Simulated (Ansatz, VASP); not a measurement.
## Two plane-wave programs on Sb

File INCAR:

```
SYSTEM = Sb
ALGO     = Normal         ! electronic algorithm
EDIFF    = 1E-7           ! SCF threshold, eV
ENCUT    = 520            ! plane-wave cutoff, eV
GGA      = PE             ! functional
ISIF     = 2              ! what is computed and relaxed
ISMEAR   = 0              ! smearing method
LASPH    = .TRUE.         ! aspherical terms in the spheres
LCHARG   = .FALSE.        ! write CHGCAR
LREAL    = .FALSE.        ! projectors in reciprocal space
LWAVE    = .FALSE.        ! write WAVECAR
NBANDS   = 8              ! bands
NELM     = 100            ! most SCF steps
PREC     = Accurate       ! precision mode
SIGMA    = 0.015          ! smearing width, eV
```

KPOINTS

```
k-points
0
G
  10 10 10
  0 0 0
```

File POSCAR:

```
Sb
1.0
    0.0000000000      2.3712425216      2.3712425216
    2.3712425216      0.0000000000      2.3712425216
    2.3712425216      2.3712425216      0.0000000000
Sb
1
Direct
    0.0000000000      0.0000000000      0.0000000000
```

Contents of input.yaml:

```yaml
crystal:
  lattice:
    - [0.0, 2.3712425216, 2.3712425216]
    - [2.3712425216, 0.0, 2.3712425216]
    - [2.3712425216, 2.3712425216, 0.0]
  atoms:
    - { symbol: Sb, position: [0.0, 0.0, 0.0] }
hamiltonian:
  xc: pbe
  pseudopotentials: { kind: paw }
kpoints:
  mp_grid: { grid: [10, 10, 10] }
scf:
  occupations: { method: gaussian, width: 0.015 }
output:
  forces: true
  stress: true
  eigenvalues: true
```

This isn't the form of Sb at room conditions, which is rhombohedral.

Alike in both runs: task single point; functional PBE; k mesh 10 × 10 × 10; occupations gaussian, width 0.015 eV; no spin polarisation.

|  | VASP | Ansatz |
| --- | --- | --- |
| version | VASP 6.6.1 | Ansatz 0.2.0 |
| potentials or method | VASP PAW PBE potentials, release 64 (Sb) | Ansatz PAW |
| plane-wave cutoff (eV) | 520 | 420 |
| valence electrons in the cell | 5 | 15 |

```tsv
	VASP	Ansatz	Ansatz less VASP
gap on the k mesh at the Fermi level (eV)	none	none	-
pressure (GPa)	1.8	2.0	+0.17
```

A gap of «none» marks a metal or a gap that the smearing closes. The two sets of potentials don't hold the same shells in valence.

The runs have no spin-orbit coupling, so splittings on Sb are missing.
